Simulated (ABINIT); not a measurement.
Crystal: TiCo.

```
CELL_PARAMETERS angstrom
2.98611 0.00000 0.00000
0.00000 2.98611 0.00000
0.00000 0.00000 2.98611
ATOMIC_POSITIONS crystal
Co 0.50000 0.50000 0.50000
Ti 0.00000 0.00000 0.00000
```

The cell comes from a database or a generator and needn't be the stable form of this composition.

Program: ABINIT 10.8.3 (patched build). Alike in all runs: task single point; potentials or basis JTH PAW PBE v2.0; spin collinear, ferromagnetic start; cell as given; k mesh 9 × 9 × 9; cutoff (eV) 844; smearing fermi-dirac 0.05 eV.

Q: Order these runs on this cell by their pressure, lowest first.
A. level LDA
B. level PBEsol
C. level revPBE
D. level PW91

A: A (-14.2 GPa), B (-8.0 GPa), D (-1.1 GPa), C (2.6 GPa).

Caveats: small starting moments can end in a higher magnetic state in this program; the PAW data sets were made with another functional, which shifts forces and pressure a little.

Runs at the PBE level aren't shown here.
